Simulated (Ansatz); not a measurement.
# C: the cost of one run

Computed with Ansatz 0.2.0 (DFT PBE, scalar-relativistic, plane waves, PAW, unless a step's input says otherwise).

12 further runs of the same task are left out: 12 set aside as unsound or not needed.

### 1 The structure to begin with

It takes space group Fd-3m (No. 227, cubic). Conventional cell: a = 3.572 Å, b = 3.572 Å, c = 3.572 Å, α = 90.00°, β = 90.00°, γ = 90.00°. C (site symmetry -43m) is surrounded by 4 C at 1.55 Å.

Structure file:

```cif
data_structure
_symmetry_space_group_name_H-M 'Fd-3m:1'
_symmetry_Int_Tables_number 227
_cell_length_a 3.5715
_cell_length_b 3.5715
_cell_length_c 3.5715
_cell_angle_alpha 90.000
_cell_angle_beta 90.000
_cell_angle_gamma 90.000
_cell_volume 45.56
loop_
_atom_site_label
_atom_site_type_symbol
_atom_site_symmetry_multiplicity
_atom_site_Wyckoff_symbol
_atom_site_fract_x
_atom_site_fract_y
_atom_site_fract_z
_atom_site_occupancy
C1 C 8 a 0.50000 0.00000 0.50000 1
```

It is the result of an earlier relaxation at this level (volume 5.69 Å³/atom; gap on the mesh: 4.15 eV).

### 2 Plan of the line

Atoms count from 1 in the order of the input.

An atom moved over a plane that holds its own site and a neighbouring vacancy.

- path of C11 from its site (0) to the vacancy (1), 1.547 Å: 11 values from −0.125 to 1.125
- shift of C11 across the path, along [-1 1 2]: 9 values from −0.700 to 0.700 Å

Nothing else is relaxed (all other atoms held at the sites of the perfect crystal). Points are written as (first, second).

### 3 The run at (−0.125, −0.700 Å)

Contents of input.yaml:

```yaml
crystal:
  lattice:
    - [3.5715485858, 0.0, -3.5715485858]
    - [0.0, 3.5715485858, -3.5715485858]
    - [3.5715485858, 3.5715485858, 0.0]
  atoms:
    - { symbol: C, position: [0.25, 0.25, 0.25] }
    - { symbol: C, position: [0.25, 0.75, 0.75] }
    - { symbol: C, position: [0.25, 0.75, 0.25] }
    - { symbol: C, position: [0.75, 0.25, 0.75] }
    - { symbol: C, position: [0.75, 0.25, 0.25] }
    - { symbol: C, position: [0.75, 0.75, 0.75] }
    - { symbol: C, position: [0.75, 0.75, 0.25] }
    - { symbol: C, position: [0.125, 0.125, 0.125] }
    - { symbol: C, position: [0.125, 0.125, 0.625] }
    - { symbol: C, position: [0.125, 0.625, 0.125] }
    - { symbol: C, position: [0.2694029523, 0.671875, 0.5293610239] }
    - { symbol: C, position: [0.625, 0.125, 0.125] }
    - { symbol: C, position: [0.625, 0.125, 0.625] }
    - { symbol: C, position: [0.625, 0.625, 0.125] }
    - { symbol: C, position: [0.625, 0.625, 0.625] }
basis:
  ecutwfc: 420
kpoints:
  mp_grid: { grid: [6, 6, 6] }
hamiltonian:
  xc: pbe
  pseudopotentials: { kind: paw, azcp: { folder: soft_1 } }
scf:
  occupations: { method: gaussian, width: 0.05 }
output:
  forces: true
  stress: true
  eigenvalues: true
  write_density: true
  write_potential: true
  elf: true
  volumetric_format: npy
```

Launch:

```
$ ansatz run input.yaml --threads 4 --pin off --max-ram 8192MiB --backend cpu --events-out ev --progress --plain --runs-dir out
```

What time and memory should one allow on 4 threads of Intel Xeon Platinum 8488C (Sapphire Rapids), shared host?

About 5.5 s, with a peak of 0.57 GiB.
